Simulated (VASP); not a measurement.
Set up this calculation in VASP 6.6.1, as the native input.

```
Task                   : single point
Functional             : PBEsol
Potentials or basis    : VASP PAW PBE potentials, release 64 (F)
Cutoff                 : 520 eV
k mesh                 : 14 × 14 × 6
Occupations            : gaussian, width 0.02 eV
Spin                   : no spin polarisation
Dipole correction      : no
Further INCAR settings : ALGO = Fast; EDIFF = 1e-06; NBANDS = 22
```

The structure of F lies in POSCAR:

```
F
1.0
    2.4516282333     -1.6203387152      0.0000000000
    2.4516282333      1.6203387152      0.0000000000
    0.0000000000      0.0000000000      6.6097654368
F
4
Direct
    0.8500000000      0.1500000000      0.1170000000
    0.6500000000      0.3500000000      0.6170000000
    0.1500000000      0.8500000000      0.8830000000
    0.3500000000      0.6500000000      0.3830000000
```

The cell isn't the ideal one: I replaced by F, lengths x 0.646, strained and moved within the space group.

These files were run (other wordings do the same):

INCAR

```
SYSTEM = F
PREC = Accurate
ENCUT = 520
EDIFF = 1E-6
ISMEAR = 0
SIGMA = 0.02
LREAL = .False.
LASPH = .True.
NELM = 100
ALGO = Fast
ISIF = 2
LWAVE = .False.
LCHARG = .False.
GGA = PS
NBANDS = 22
```

KPOINTS

```
Automatic mesh
0
Gamma
  14 14 6
  0 0 0
```

Potentials or basis: VASP PAW PBE potentials, release 64 (F).

Run with:

```bash
$ cat potpaw_PBE.64/F/POTCAR > POTCAR
$ mpirun -np 1 vasp_std > vasp.out
```

Results of the run:

* Pressure: -14.9 GPa
* Largest force: 2.521 eV/Å
* Band gap on the k mesh: 0.30 eV, indirect (least direct gap 0.31 eV)

Caveat: the PAW data sets were made with another functional, which shifts forces and pressure a little.

It took 70 s on 1 thread of Intel(R) Xeon(R) 6975P-C (Granite Rapids), on a shared host, peak memory 0.29 GiB.
